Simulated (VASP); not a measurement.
# ZnInGaO4 (R3m) in VASP: a series of runs

Runs on ZnInGaO4. Level: PBE+D3(BJ). Tasks: relaxation of cell and atoms.

All numbers are computed with VASP 6.6.1; they aren't measurements. Logs are shortened: lines on timing, memory, paths and dates and some standing lists are left out, and cuts for length are marked.

**1. Starting point**

Symmetry: R3m, No. 160, trigonal system. Conventional cell: a = 3.361 Å, b = 3.361 Å, c = 26.140 Å, α = 90.00°, β = 90.00°, γ = 120.00°. Around Zn (site symmetry 3m) lie 4 O at 2.01 to 2.02 Å. In (site symmetry 3m) has 6 O at 2.22 to 2.23 Å as nearest neighbours. Ga (site symmetry 3m) has 5 O at 1.94 to 2.00 Å as nearest neighbours. O (site symmetry 3m) has 1 Zn at 2.01 Å and 3 In at 2.22 Å as nearest neighbours. O (site symmetry 3m) is surrounded by 1 Ga at 1.98 Å and 3 In at 2.23 Å. Around O (site symmetry 3m) lie 3 Ga at 1.94 Å. Around O (site symmetry 3m) lie 1 Ga at 2.00 Å and 3 Zn at 2.02 Å.

The cell comes from a database or a generator and needn't be the stable form of this composition.

**2. Relaxation of cell and atoms, PBE+D3(BJ)**

File INCAR:

```
SYSTEM = ZnInGaO4
ALGO = Normal ; EDIFF = 1E-6
EDIFFG = -0.01 ; ENCUT = 600
GGA = PE ; IBRION = 2
ISIF = 3 ; ISMEAR = 0
IVDW = 12 ; KPAR = 2
LASPH = .True. ; LCHARG = .False.
LREAL = .False. ; LWAVE = .False.
NELM = 80 ; NSW = 90
PREC = Accurate ; SIGMA = 0.03
```

File KPOINTS:

```
k-points
0
Gamma
  9 9 9
  0 0 0
```

File POSCAR:

```
ZnInGaO4
1.0
    1.6803268679      0.9701371695      8.7134054620
   -1.6803268679      0.9701371695      8.7134054620
    0.0000000000     -1.9402743390      8.7134054620
Zn In Ga O
1 1 1 4
Direct
    0.2183820000      0.2183820000      0.2183820000
    0.0027680000      0.0027680000      0.0027680000
    0.7870340000      0.7870340000      0.7870340000
    0.2951430000      0.2951430000      0.2951430000
    0.7113580000      0.7113580000      0.7113580000
    0.1217170000      0.1217170000      0.1217170000
    0.8635990000      0.8635990000      0.8635990000
```

Potentials or basis: VASP PAW PBE potentials, release 64 (Zn, In_d, Ga_d, O).

Launch:

```sh
> cat potpaw_PBE.64/Zn/POTCAR potpaw_PBE.64/In_d/POTCAR potpaw_PBE.64/Ga_d/POTCAR potpaw_PBE.64/O/POTCAR > POTCAR
> mpirun -np 2 vasp_std > vasp.out
```

OUTCAR:

```text
SYSTEM = ZnInGaO4
   EDIFF = 1E-6
   EDIFFG = -0.01
   ENCUT = 600
   GGA = PE
   IBRION = 2
   ISIF = 3
   ISMEAR = 0
   IVDW = 12
   LASPH = .True.
   LREAL = .False.
   NELM = 80
   NSW = 90
   PREC = Accurate
 IVDW          = 12

 ion  position               nearest neighbor table
   1  0.218  0.218  0.218-   4 2.01   7 2.02   7 2.02   7 2.02
   2  0.003  0.003  0.003-   4 2.22   4 2.22   4 2.22   5 2.23   5 2.23   5 2.23
   3  0.787  0.787  0.787-   6 1.94   6 1.94   6 1.94   5 1.98   7 2.00
   4  0.295  0.295  0.295-   1 2.01   2 2.22   2 2.22   2 2.22
   5  0.711  0.711  0.711-   3 1.98   2 2.23   2 2.23   2 2.23
   6  0.122  0.122  0.122-   3 1.94   3 1.94   3 1.94
   7  0.864  0.864  0.864-   3 2.00   1 2.02   1 2.02   1 2.02

  LATTYP: Found a trigonal (rhomboedric) cell.
 ALAT       =     8.9268191007
 COS(alpha) =     0.9291362598

  Lattice vectors:

 A1 = (   1.6803268679,   0.9701371695,   8.7134054620)
 A2 = (  -1.6803268679,   0.9701371695,   8.7134054620)
 A3 = (   0.0000000000,  -1.9402743390,   8.7134054620)

Analysis of symmetry for initial positions (statically):
=====================================================================
 Subroutine PRICEL returns:
 Original cell was already a primitive cell.

 Routine SETGRP: Setting up the symmetry group for a
 trigonal (rhombohedral) supercell.

 Subroutine GETGRP returns: Found  6 space group operations
 (whereof  6 operations were pure point group operations)
 out of a pool of 12 trial point group operations.

The static configuration has the point symmetry C_3v.

Analysis of symmetry for dynamics (positions and initial velocities):
=====================================================================
 Subroutine PRICEL returns:
 Original cell was already a primitive cell.

 Routine SETGRP: Setting up the symmetry group for a
 trigonal (rhombohedral) supercell.

 Subroutine GETGRP returns: Found  6 space group operations
 (whereof  6 operations were pure point group operations)
 out of a pool of 12 trial point group operations.

The dynamic configuration has the point symmetry C_3v.

 Subroutine INISYM returns: Found  6 space group operations
 (whereof  6 operations are pure point group operations),
 and found     1 'primitive' translations

----------------------------------------------------------------------------------------

                                     Primitive cell

  volume of cell :      85.2248

  direct lattice vectors                    reciprocal lattice vectors
     1.680326868  0.970137169  8.713405462     0.297561153  0.171797012  0.038255230
    -1.680326868  0.970137169  8.713405462    -0.297561153  0.171797012  0.038255230
     0.000000000 -1.940274339  8.713405462     0.000000000 -0.343594023  0.038255230

[... 94 lines left out ...]
   LREAL  =      F    real-space projection
   EDIFFG = -.1E-01   stopping-criterion for IOM
   NSW    =     90    number of steps for IOM
   IBRION =      2    ionic relax: 0-MD 1-quasi-New 2-CG
   NFREE  =      1    steps in history (QN), initial steepest desc. (CG)
   ISIF   =      3    stress and relaxation
   ISYM   =      2    0-nonsym 1-usesym 2-fastsym
   POTIM  = 0.5000    time-step for ionic-motion
   TEBEG  =    0.0;   TEEND  =   0.0 temperature during run
   PSTRESS=    0.0 pullay stress
   NELECT =      62.0000    total number of electrons
   NUPDOWN=      -1.0000    fix difference up-down
   EMIN   =  10.00;   EMAX   =-10.00  energy-range for DOS
   EFERMI =   0.00;   METHOD = LEGACY
   ISMEAR =     0;   SIGMA  =   0.03  broadening in eV -4-tet -1-fermi 0-gaus
   EFERMI_NEDOS =   21; number of points for ismear=-14 and -15
   IALGO  =     38    algorithm
   IMIX   =      4    mixing-type and parameters
     AMIX     =   0.40;   BMIX     =  1.00
     AMIX_MAG =   1.60;   BMIX_MAG =  1.00
  volume/ion in A,a.u.               =      12.17        82.16
  Fermi-wavevector in a.u.,A,eV,Ry     =   1.472369  2.782374 29.495673  2.167871
  Thomas-Fermi vector in A             =   2.587392
   LORBIT       =      0    0 simple, 1 ext, 2 COOP (PROOUT), +10 PAW based schemes
   GGA     = PE    functional components
   LHFCALC =     F    Hartree Fock is set to
   AEXX    =    0.0000 exact exchange contribution
   IVDW    =    12    specifies the selected vdW correction
   LEPSILON=     F    determine dielectric tensor
   LRPA    =     F    only Hartree local field effects (RPA)
 conjugate gradient relaxation of ions
 non-spin polarized calculation
 Gauss-broadening in eV      SIGMA  =   0.03
  energy-cutoff  :      600.00
  volume of cell :       85.22
 maximum number of plane-waves:      2872
   NGX = 35   NGY = 35   NGZ = 35

--------------------------------------- Ionic step        1  -------------------------------------------

 number of electron      62.0000007 magnetization

 Free energy of the ion-electron system (eV)
  ---------------------------------------------------
  ext. energy  EPLUGINS =         0.00000000
  ---------------------------------------------------
  free energy    TOTEN  =       -37.82064429 eV

  energy without entropy =      -37.82064429  energy(sigma->0) =      -37.82064429

------------------------ aborting loop because EDIFF is reached ----------------------------------------

 Edisp (eV)   -1.44373

 E8    (eV) :    -0.5775
[... 120 lines left out ...]
  FREE ENERGIE OF THE ION-ELECTRON SYSTEM (eV)
  ---------------------------------------------------
  free  energy   TOTEN  =       -39.2795960097 eV

  energy  without entropy=      -39.2795960097  energy(sigma->0) =      -39.27959601

[... ionic steps 4 to 11 ...]

--------------------------------------- Ionic step       12  -------------------------------------------

 number of electron      62.0000011 magnetization

------------------------ aborting loop because EDIFF is reached ----------------------------------------
[... 85 lines left out ...]
--------------------------------------- Ionic step       14  -------------------------------------------

 number of electron      62.0000011 magnetization

 Free energy of the ion-electron system (eV)
  ---------------------------------------------------
  ext. energy  EPLUGINS =         0.00000000
  ---------------------------------------------------
  free energy    TOTEN  =       -37.80773155 eV

  energy without entropy =      -37.80773155  energy(sigma->0) =      -37.80773155

 E-fermi :   3.9050     XC(G=0): -11.1110

 val. band max:        3.7706549345   @ k =   0.0000   0.0000   0.0000
 cond. band min:       4.9275563999   @ k =   0.0000   0.0000   0.0000
 fundamental gap:      1.1569014654
 Fermi energy:         3.9049607423

 k-point     1 :       0.0000    0.0000    0.0000
  band No.  band energies     occupation
      1     -14.8406      2.00000
      2     -13.9233      2.00000
      3     -13.3416      2.00000
      4     -12.9088      2.00000
      5      -9.5862      2.00000
      6      -9.5862      2.00000
[... 949 lines left out ...]
     36      12.3166      0.00000
     37      12.7092      0.00000

 [... further k-points ...]

------------------------ aborting loop because EDIFF is reached ----------------------------------------

 Edisp (eV)   -1.47297

 E8    (eV) :    -0.5892
[... 30 lines left out ...]
  FREE ENERGIE OF THE ION-ELECTRON SYSTEM (eV)
  ---------------------------------------------------
  free  energy   TOTEN  =       -39.2807024136 eV

  energy  without entropy=      -39.2807024136  energy(sigma->0) =      -39.28070241

 reached required accuracy - stopping structural energy minimisation
```

OSZICAR:

```text
N       E                     dE             d eps       ncg     rms          rms(c)
DAV:   1     0.796761536447E+03    0.79676E+03   -0.32583E+04  6417   0.287E+03
[... 107 lines left out ...]
  13 F= -.39280690E+02 E0= -.39280690E+02  d E =-.138340E-03
       N       E                     dE             d eps       ncg     rms          rms(c)
DAV:   1    -0.378079096287E+02    0.70644E-03   -0.19651E-02  8730   0.123E+00    0.122E-01
DAV:   2    -0.378077638776E+02    0.14575E-03   -0.10278E-03  7936   0.468E-01    0.410E-02
DAV:   3    -0.378077385862E+02    0.25291E-04   -0.80009E-05  9622   0.111E-01    0.210E-02
DAV:   4    -0.378077312454E+02    0.73408E-05   -0.14785E-05 10681   0.652E-02    0.893E-03
DAV:   5    -0.378077315450E+02   -0.29958E-06   -0.52433E-06  6639   0.199E-02
  14 F= -.39280702E+02 E0= -.39280702E+02  d E =-.119427E-04
```

Wall time 1.6 h (2 MPI ranks of Intel Xeon Platinum 8259CL at 2.50GHz (Skylake/Cascade Lake), shared host); peak memory 1.1 GiB.

Results:

- Free energy: -39.2807 eV
- Relaxed volume: 11.94 Å³/atom
- Relaxed cell: a = 8.872 Å, b = 8.872 Å, c = 8.872 Å, α = 21.69°, β = 21.69°, γ = 21.69°
- Space group after relaxing (to 0.05 Å): R3m (No. 160)
- Energy gained by relaxing: 2.3 meV/atom
- Ionic steps: 14
- Pressure after relaxing: 0.1 GPa
- Largest force after relaxing: 0.006 eV/Å
- Band gap on the k mesh: 1.16 eV, direct
- Dispersion energy per atom: -0.210 eV

Forces in eV/Å, atoms in the order of the input:
```
Zn   0.000  0.000 -0.001
In   0.000  0.000 -0.006
Ga   0.000  0.000  0.006
O    0.000  0.000 -0.002
O    0.000  0.000  0.005
O    0.000  0.000 -0.002
O    0.000  0.000 -0.001
```

Step by step:
| step | energy change (eV) | largest force (eV/Å) | pressure (GPa) | volume (Å³) |
| --- | --- | --- | --- | --- |
| 1 | 0.0000 | 0.0777 | -2.96 | 85.22 |
| 2 | -0.0071 | 0.0919 | 2.38 | 82.48 |
| 3 | -0.0152 | 0.0861 | 0.07 | 83.62 |
| 4 | -0.0152 | 0.0863 | -0.02 | 83.65 |
| 5 | -0.0157 | 0.0650 | -0.05 | 83.64 |
| 6 | -0.0159 | 0.0652 | -0.05 | 83.62 |
| 7 | -0.0162 | 0.0276 | 0.00 | 83.58 |
| 8 | -0.0162 | 0.0326 | 0.12 | 83.56 |
| 9 | -0.0162 | 0.0276 | 0.05 | 83.56 |
| 10 | -0.0163 | 0.0172 | 0.00 | 83.60 |
| 11 | -0.0163 | 0.0131 | -0.02 | 83.61 |
| 12 | -0.0163 | 0.0118 | -0.09 | 83.65 |
| 13 | -0.0163 | 0.0141 | -0.06 | 83.64 |
| 14 | -0.0163 | 0.0063 | 0.06 | 83.59 |

Final structure:
```
Zn In Ga O
1.0
     1.66922    0.96373    8.66023
    -1.66922    0.96373    8.66023
     0.00000   -1.92745    8.66023
Zn In Ga O
1 1 1 4
Direct
  0.21885 0.21885 0.21885
  0.00305 0.00305 0.00305
  0.78706 0.78706 0.78706
  0.29522 0.29522 0.29522
  0.71125 0.71125 0.71125
  0.12098 0.12098 0.12098
  0.86361 0.86361 0.86361
```

Caveat: spin-orbit coupling is left out, which moves the levels of the heavy elements; an odd mesh through Γ misses points on the zone boundary, where band edges often lie.

**3. Relaxation of cell and atoms, PBE+D3(BJ)**

This run uses another cell than the first one, of 11.94 Å³/atom, 0.981 times its volume.

Changes to INCAR since step 2:

```diff
@@ -1,4 +1,4 @@
 SYSTEM = ZnInGaO4
-ALGO = Normal ; EDIFF = 1E-6
-EDIFFG = -0.01 ; ENCUT = 600
+ALGO = Normal ; EDIFF = 1E-7
+EDIFFG = -0.005 ; ENCUT = 600
 GGA = PE ; IBRION = 2
```

KPOINTS is that of step 2.

File POSCAR:

```
ZnInGaO4                                
1.0
    1.6692238503      0.9637268393      8.6602268769
   -1.6692238503      0.9637268393      8.6602268769
    0.0000000000     -1.9274536786      8.6602268769
  Zn              In              Ga              O             
     1     1     1     4
Direct
     0.2188453562330596    0.2188453562330596    0.2188453562330596
     0.0030520678707664    0.0030520678707664    0.0030520678707664
     0.7870585591284588    0.7870585591284588    0.7870585591284588
     0.2952161809487211    0.2952161809487211    0.2952161809487211
     0.7112457565525954    0.7112457565525954    0.7112457565525954
     0.1209775477215118    0.1209775477215118    0.1209775477215118
     0.8636055315448842    0.8636055315448842    0.8636055315448842
```

Potentials or basis: VASP PAW PBE potentials, release 64 (Zn, In_d, Ga_d, O).

Launch:

```sh
> cat potpaw_PBE.64/Zn/POTCAR potpaw_PBE.64/In_d/POTCAR potpaw_PBE.64/Ga_d/POTCAR potpaw_PBE.64/O/POTCAR > POTCAR
> mpirun -np 2 vasp_std > vasp.out
```

Run time: 24 min. Hardware: 2 MPI ranks of Intel Xeon Platinum 8259CL at 2.50GHz (Skylake/Cascade Lake), shared host; peak memory 1 GiB.

It converged, with:

- Free energy: -39.2770 eV
- Relaxed volume: 11.95 Å³/atom
- Relaxed cell: a = 8.875 Å, b = 8.875 Å, c = 8.875 Å, α = 21.69°, β = 21.69°, γ = 21.69°
- Space group after relaxing (to 0.05 Å): R3m (No. 160)
- Energy gained by relaxing: 0.0 meV/atom
- Ionic steps: 2
- Pressure after relaxing: 0.0 GPa
- Band gap on the k mesh: 1.15 eV, direct
- Dispersion energy per atom: -0.210 eV

Forces in eV/Å, atoms in the order of the input:
```
Zn   0.000  0.000  0.000
In   0.000  0.000  0.002
Ga   0.000  0.000  0.000
O    0.000  0.000 -0.002
O    0.000  0.000  0.000
O    0.000  0.000  0.001
O    0.000  0.000 -0.001
```

Final structure:
```cif
data_structure
_symmetry_space_group_name_H-M 'P 1'
_symmetry_Int_Tables_number 1
_cell_length_a 8.8752
_cell_length_b 8.8752
_cell_length_c 8.8752
_cell_angle_alpha 21.686
_cell_angle_beta 21.686
_cell_angle_gamma 21.686
_cell_volume 83.65
loop_
_atom_site_label
_atom_site_type_symbol
_atom_site_fract_x
_atom_site_fract_y
_atom_site_fract_z
_atom_site_occupancy
Zn1 Zn 0.21884 0.21884 0.21884 1
In1 In 0.00304 0.00304 0.00304 1
Ga1 Ga 0.78707 0.78707 0.78707 1
O1 O 0.29521 0.29521 0.29521 1
O2 O 0.71126 0.71126 0.71126 1
O3 O 0.12097 0.12097 0.12097 1
O4 O 0.86360 0.86360 0.86360 1
```

Levels at points of the mesh, in eV from the valence-band top:
| k point | band 27 | band 28 | band 29 | band 30 | band 31 | band 32 | band 33 | band 34 | band 35 | band 36 |
| --- | --- | --- | --- | --- | --- | --- | --- | --- | --- | --- |
| (0.00, 0.00, 0.00) | -0.77 | -0.77 | -0.51 | 0.00 | 0.00 | 1.15 | 4.30 | 4.92 | 5.81 | 10.16 |

Caveat: spin-orbit coupling is left out, which moves the levels of the heavy elements; an odd mesh through Γ misses points on the zone boundary, where band edges often lie.
